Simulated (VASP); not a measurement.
# Au (Fm-3m) in VASP: a series of runs, part 2 of 2

VASP 6.6.1.

### Step 3. Relaxation of the atoms, PBEsol (a relaxed cell with its volume scaled by 1.02)

INCAR

```
SYSTEM = Au
ALGO = Normal
EDIFF = 1E-7
EDIFFG = -0.01
ENCUT = 600
GGA = PS
IBRION = 2
ISIF = 2
ISMEAR = 1
LASPH = .True.
LCHARG = .False.
LREAL = .False.
LWAVE = .False.
NELM = 80
NSW = 40
PREC = Accurate
SIGMA = 0.1
```

KPOINTS

```
k-points
0
Gamma
  16 16 16
  0 0 0
```

POSCAR

```
Au                                      
1.0
    0.0000000000      2.0543697871      2.0543697871
    2.0543697871      0.0000000000      2.0543697871
    2.0543697871      2.0543697871      0.0000000000
  Au            
     1
Direct
     0.0000000000000000    0.0000000000000000    0.0000000000000000
```

Potentials or basis: VASP PAW PBE potentials, release 64 (Au).

The run is started by

```
> cat potpaw_PBE.64/Au/POTCAR > POTCAR
> mpirun -np 1 vasp_std > vasp.out
```

It took 9.4 s on 1 thread of Intel Xeon Platinum 8375C at 2.90GHz (Ice Lake), shared host; peak memory 0.16 GiB.

Results (log left out):

```
Free energy             : -3.9201 eV
Pressure after relaxing : -3.3 GPa
Band gap on the k mesh  : none (metal or under the smearing width)
```

Final structure:
```cif
data_structure
_symmetry_space_group_name_H-M 'P 1'
_symmetry_Int_Tables_number 1
_cell_length_a 2.9053
_cell_length_b 2.9053
_cell_length_c 2.9053
_cell_angle_alpha 60.000
_cell_angle_beta 60.000
_cell_angle_gamma 60.000
_cell_volume 17.34
loop_
_atom_site_label
_atom_site_type_symbol
_atom_site_fract_x
_atom_site_fract_y
_atom_site_fract_z
_atom_site_occupancy
Au1 Au 0.00000 0.00000 0.00000 1
```

Levels at points of the mesh, in eV from the Fermi level:
| k point | band 3 | band 4 | band 5 | band 6 | band 7 | band 8 | band 9 |
| --- | --- | --- | --- | --- | --- | --- | --- |
| (0.00, 0.00, 0.00) | -4.54 | -4.54 | -3.05 | -3.05 | 14.57 | 18.47 | 18.47 |
| (0.50, 0.00, 0.00) | -4.57 | -1.89 | -1.89 | -0.90 | 3.01 | 14.01 | 17.01 |
| (0.50, 0.50, 0.00) | -1.93 | -1.57 | -1.57 | 1.05 | 5.65 | 9.95 | 9.95 |

Caveat: the relaxation stopped at its first step, so nothing moved; the PAW data sets were made with another functional, which shifts forces and pressure a little.

### Step 4. Relaxation of the atoms, PBEsol (a relaxed cell with its volume scaled by 1.04)

INCAR is that of step 3.

KPOINTS is that of step 3.

POSCAR

```
Au                                      
1.0
    0.0000000000      2.0677102245      2.0677102245
    2.0677102245      0.0000000000      2.0677102245
    2.0677102245      2.0677102245      0.0000000000
  Au            
     1
Direct
     0.0000000000000000    0.0000000000000000    0.0000000000000000
```

Potentials or basis: VASP PAW PBE potentials, release 64 (Au).

The run is started by

```
> cat potpaw_PBE.64/Au/POTCAR > POTCAR
> mpirun -np 1 vasp_std > vasp.out
```

OUTCAR:

```text
SYSTEM = Au
   EDIFF = 1E-7
   EDIFFG = -0.01
   ENCUT = 600
   GGA = PS
   IBRION = 2
   ISIF = 2
   ISMEAR = 1
   LASPH = .True.
   LREAL = .False.
   NELM = 80
   NSW = 40
   PREC = Accurate

 ion  position               nearest neighbor table
   1  0.000  0.000  0.000-

  LATTYP: Found a face centered cubic cell.
 ALAT       =     4.1354204490

  Lattice vectors:

 A1 = (   0.0000000000,   2.0677102245,   2.0677102245)
 A2 = (   2.0677102245,   0.0000000000,   2.0677102245)
 A3 = (   2.0677102245,   2.0677102245,   0.0000000000)

Analysis of symmetry for initial positions (statically):
=====================================================================
 Subroutine PRICEL returns:
 Original cell was already a primitive cell.

 Routine SETGRP: Setting up the symmetry group for a
 face centered cubic supercell.

 Subroutine GETGRP returns: Found 48 space group operations
 (whereof 48 operations were pure point group operations)
 out of a pool of 48 trial point group operations.

The static configuration has the point symmetry O_h .
[... 165 lines left out ...]
 fundamental gap:      0.0192445514
 Fermi energy:         8.6169602019

 k-point     1 :       0.0000    0.0000    0.0000
  band No.  band energies     occupation
      1      -0.8601      2.00000
      2       4.1904      2.00000
      3       4.1904      2.00000
      4       4.1904      2.00000
      5       5.6243      2.00000
      6       5.6243      2.00000
      7      23.2172      0.00000
      8      26.9998      0.00000
      9      26.9998      0.00000
[... 265 lines left out ...]
 k-point    24 :      -0.0625    0.0625    0.0000
  band No.  band energies     occupation
      1      -0.5120      2.00000
      2       4.0674      2.00000
      3       4.2967      2.00000
      4       4.3295      2.00000
      5       5.5078      2.00000
      6       5.6487      2.00000
      7      23.5760      0.00000
      8      25.2695      0.00000
      9      26.7284      0.00000

 [... further k-points ...]

------------------------ aborting loop because EDIFF is reached ----------------------------------------

  FORCE on cell =-STRESS in cart. coord.  units (eV):
  Direction    XX          YY          ZZ          XY          YZ          ZX
  --------------------------------------------------------------------------------------
  -------------------------------------------------------------------------------------
  Total       -0.6777793     -0.6777793     -0.6777793      0.0000000      0.0000000     -0.0000000
  in kB      -61.4185921    -61.4185921    -61.4185921      0.0000000      0.0000000     -0.0000000
  external PRESSURE =     -61.4185921 kB  Pullay stress =       0.0000000 kB

 VOLUME and BASIS-vectors are now :
 -----------------------------------------------------------------------------
  energy-cutoff  :      600.00
  volume of cell :       17.68
      direct lattice vectors                 reciprocal lattice vectors
     0.000000000  2.067710224  2.067710224    -0.241813381  0.241813381  0.241813381
     2.067710224  0.000000000  2.067710224     0.241813381 -0.241813381  0.241813381
     2.067710224  2.067710224  0.000000000     0.241813381  0.241813381 -0.241813381

 POSITION                                       TOTAL-FORCE (eV/Angst)
 -----------------------------------------------------------------------------------
      0.00000      0.00000      0.00000        -0.000000     -0.000000     -0.000000
 -----------------------------------------------------------------------------------
    total drift:                               -0.000000      0.000000     -0.000000

  FREE ENERGIE OF THE ION-ELECTRON SYSTEM (eV)
  ---------------------------------------------------
  free  energy   TOTEN  =        -3.9100814957 eV

  energy  without entropy=       -3.9099510129  energy(sigma->0) =       -3.91003800

 reached required accuracy - stopping structural energy minimisation
```

Wall time 9.2 s (1 thread of Intel Xeon Platinum 8375C at 2.90GHz (Ice Lake), shared host); peak memory 0.16 GiB.

What came out:

| Quantity | Value |
| --- | --- |
| Free energy | -3.9101 eV |
| Pressure after relaxing | -6.1 GPa |
| Band gap on the k mesh | none (metal or under the smearing width) |

Final structure:
```yaml
crystal:
  lattice:
    - [0.00000, 2.06771, 2.06771]
    - [2.06771, 0.00000, 2.06771]
    - [2.06771, 2.06771, 0.00000]
  atoms:
    - { symbol: Au, position: [0.00000, 0.00000, 0.00000] }
```

Levels at points of the mesh, in eV from the Fermi level:
| k point | band 2 | band 3 | band 4 | band 5 | band 6 | band 7 | band 8 | band 9 |
| --- | --- | --- | --- | --- | --- | --- | --- | --- |
| (0.00, 0.00, 0.00) | -4.43 | -4.43 | -4.43 | -2.99 | -2.99 | 14.60 | 18.38 | 18.38 |
| (0.50, 0.00, 0.00) | -4.46 | -4.46 | -1.87 | -1.87 | -0.80 | 2.92 | 14.03 | 16.87 |
| (0.50, 0.50, 0.00) | -6.37 | -1.90 | -1.56 | -1.56 | 1.12 | 5.51 | 9.91 | 9.91 |

Caveat: the relaxation stopped at its first step, so nothing moved; the PAW data sets were made with another functional, which shifts forces and pressure a little. The run has no spin-orbit coupling, so splittings on Au are missing.

### Step 5. Relaxation of the atoms, PBEsol (a relaxed cell with its volume scaled by 1.06)

INCAR is that of step 4.

KPOINTS is that of step 4.

POSCAR

```
Au                                      
1.0
    0.0000000000      2.0808807084      2.0808807084
    2.0808807084      0.0000000000      2.0808807084
    2.0808807084      2.0808807084      0.0000000000
  Au            
     1
Direct
     0.0000000000000000    0.0000000000000000    0.0000000000000000
```

The run is started by

```
> cat potpaw_PBE.64/Au/POTCAR > POTCAR
> mpirun -np 1 vasp_std > vasp.out
```

It took 9.5 s on 1 thread of Intel Xeon Platinum 8375C at 2.90GHz (Ice Lake), shared host; peak memory 0.16 GiB.

It converged, with:

| Property | Result |
| --- | --- |
| Free energy | -3.8944 eV |
| Pressure after relaxing | -8.6 GPa |
| Band gap on the k mesh | none (metal or under the smearing width) |

Final structure:
```xyz
1
Lattice="0.0000 2.0809 2.0809 2.0809 0.0000 2.0809 2.0809 2.0809 0.0000" Properties=species:S:1:pos:R:3 pbc="T T T"
Au    0.0000    0.0000    0.0000
```

Levels at points of the mesh, in eV from the Fermi level:
```
           k point  band 4  band 5  band 6  band 7  band 8  band 9
(0.00, 0.00, 0.00)   -4.32   -2.94   -2.94   14.62   18.30   18.30
(0.50, 0.00, 0.00)   -1.85   -1.85   -0.70    2.83   14.05   16.73
(0.50, 0.50, 0.00)   -1.56   -1.56    1.18    5.37    9.86    9.86
```

Caveat: the relaxation stopped at its first step, so nothing moved; the PAW data sets were made with another functional, which shifts forces and pressure a little. The run has no spin-orbit coupling, so splittings on Au are missing.

### Step 6. The runs side by side

| cell | gap on the mesh (eV) | pressure (GPa) |
| --- | --- | --- |
| atoms relaxed | none | 0.0 |
| atoms relaxed from: a relaxed cell with its volume scaled by 1.02 | none | -3.3 |
| atoms relaxed from: a relaxed cell with its volume scaled by 1.04 | none | -6.1 |
| atoms relaxed from: a relaxed cell with its volume scaled by 1.06 | none | -8.6 |

Alike in all rows: task relaxation of the atoms; level PBEsol; potentials or basis VASP PAW PBE potentials, release 64 (Au); no spin polarisation; k mesh 16 × 16 × 16; cutoff (eV) 600; smearing methfessel-paxton 0.1 eV.

Caveats: the relaxation stopped at its first step, so nothing moved; the PAW data sets were made with another functional, which shifts forces and pressure a little.

Total energies depend on the potentials used, so only differences within one code and one set of settings carry meaning.
